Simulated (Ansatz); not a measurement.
Ta₂C₃: competing structures

All numbers below come from Ansatz 0.2.0, DFT PBE, scalar-relativistic, plane waves, PAW. All cells share a 420 eV cutoff and Γ-centred k meshes spaced at most about 0.3 Å⁻¹ (about 0.25 or finer for metals, 2π included). No spin polarisation.

Energies over the elements count from the elements' standard structures at the same level, with no fitted energy shifts.

These are static total energies at zero pressure. Larger cells and other orderings weren't all tried, so the list isn't exhaustive. Spin–orbit coupling, which can matter for Ta, is left out. The reference form of C is held partly by dispersion forces, which this level lacks.

Invented guesses were relaxed alike, and ends that match in structure were merged. ΔE counts from the first row. Coordination counts C atoms around Ta (those within 1.25 times the shortest such distance or 1.15 times the sum of covalent radii, 1.27 where that leaves under three; a plus sign parts nearer from farther groups). The ends were matched against large subsets of the Crystallography Open Database and the Materials Project, so a missing match doesn't prove that a structure is unreported.

| # | reached from | type and space group | atoms | Å³/atom | coordination | ΔE (meV/atom) | gap on mesh (eV) | in databases |
| --- | --- | --- | --- | --- | --- | --- | --- | --- |
| 1 | a relaxed cell, shaken at random and relaxed again | C2/m (No. 12) | 5 | 10.8 | Ta 7 | 0 | 0.00 | no match |
| 2 | A-type sesquioxide type (P-3m1) | P-3m1 (No. 164) | 5 | 10.2 | Ta 7 | 320 | 0.00 | no match |
| 3 | random cell | P4/mmm (No. 123) | 5 | 10.3 | Ta 4+4 | 648 | 0.00 | no match |
| 4 | tetradymite type (R-3m) | R-3m (No. 166) | 5 | 14.7 | Ta 6 | 760 | 0.00 | no match |
| 5 | random cell with space group P-62m | P6/mmm (No. 191) | 5 | 12.2 | Ta 6 | 1531 | 0.00 | no match |

The lowest: Space group C2/m (No. 12), monoclinic, a = 5.627 Å, b = 3.177 Å, c = 6.090 Å, β = 98.3°. Ta is surrounded by 6 C at 2.21–2.28 Å, 1 C at 2.46 Å and 9 Ta at 3.05–3.23 Å; C on a site of symmetry 2/m has 6 Ta at 2.21–2.23 Å; around C on a site of symmetry m lie 1 C at 1.37 Å, 3 Ta at 2.27–2.28 Å and 1 Ta at 2.46 Å. Its energy over the elements is −0.06 eV/atom. It lies below the elements, which doesn't yet make it stable against other compounds or structures. An observed structure of this formula, if there is one, may be missing.

```cif
data_structure
_symmetry_space_group_name_H-M 'C2/m'
_symmetry_Int_Tables_number 12
_cell_length_a 5.6273
_cell_length_b 3.1768
_cell_length_c 6.0898
_cell_angle_alpha 90.000
_cell_angle_beta 98.303
_cell_angle_gamma 90.000
_cell_volume 107.72
loop_
_atom_site_label
_atom_site_type_symbol
_atom_site_symmetry_multiplicity
_atom_site_Wyckoff_symbol
_atom_site_fract_x
_atom_site_fract_y
_atom_site_fract_z
_atom_site_occupancy
Ta1 Ta 4 i 0.80093 0.50000 0.79844 1
C1 C 2 a 0.00000 0.00000 0.00000 1
C2 C 4 i 0.90200 0.50000 0.41887 1
```

The second: Space group P-3m1 (No. 164), trigonal, a = 3.025 Å, c = 6.441 Å. Ta has 4 C at 2.17–2.20 Å, 3 C at 2.36 Å and 9 Ta at 3.03–3.20 Å; around C on a site of symmetry -3m lie 6 Ta at 2.20 Å; C on a site of symmetry 3m has 3 C at 1.84 Å, 1 Ta at 2.17 Å and 3 Ta at 2.36 Å. Counting C atoms around Ta, the first and the second both have Ta 7. The first holds C–C pairs (shortest 1.37 Å); in the second the shortest C–C distance is 1.84 Å, near bonding range too. Cells relaxed within their symmetry can be saddle points.

```cif
data_structure
_symmetry_space_group_name_H-M 'P-3m1'
_symmetry_Int_Tables_number 164
_cell_length_a 3.0251
_cell_length_b 3.0251
_cell_length_c 6.4414
_cell_angle_alpha 90.000
_cell_angle_beta 90.000
_cell_angle_gamma 120.000
_cell_volume 51.05
loop_
_atom_site_label
_atom_site_type_symbol
_atom_site_symmetry_multiplicity
_atom_site_Wyckoff_symbol
_atom_site_fract_x
_atom_site_fract_y
_atom_site_fract_z
_atom_site_occupancy
Ta1 Ta 2 d 0.33333 0.66667 0.20835 1
C1 C 1 a 0.00000 0.00000 0.00000 1
C2 C 2 d 0.33333 0.66667 0.54533 1
```

Some types were kept out of the candidates beforehand, so the set may lack a known form.
